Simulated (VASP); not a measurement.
Input of a VASP 6.6.1 run:

The input INCAR:

```
SYSTEM = Cs
  PREC = Accurate
  ENCUT = 520
  EDIFF = 1E-6
  ISMEAR = 0
  SIGMA = 0.1
  LREAL = .FALSE.
  LASPH = .TRUE.
  NELM = 100
  ALGO = Normal
  ISIF = 2
  LWAVE = .FALSE.
  LCHARG = .TRUE.
  GGA = CA
  LELF = .TRUE.
  LVHAR = .TRUE.
  NBANDS = 10
```

Contents of KPOINTS:

```
regular mesh
0
G
  6 6 6
  0 0 0
```

The input POSCAR:

```
Cs
1.0
   -2.7500754600      2.7500754600      4.0972389800
    2.7500754600     -2.7500754600      4.0972389800
    2.7500754600      2.7500754600     -4.0972389800
Cs
1
Direct
    0.0000000000      0.0000000000      0.0000000000
```

Potentials or basis: VASP PAW LDA potentials, release 64 (Cs_sv).

The run is started by

```sh
$ cat potpaw_LDA.64/Cs_sv/POTCAR > POTCAR
$ mpirun -np 1 vasp_std > vasp.out
```

Estimate the pressure.

-0.4 GPa.

What does it give for the band gap on the k mesh?

None (metal or under the smearing width).

The run has no spin-orbit coupling, so splittings on Cs are missing.
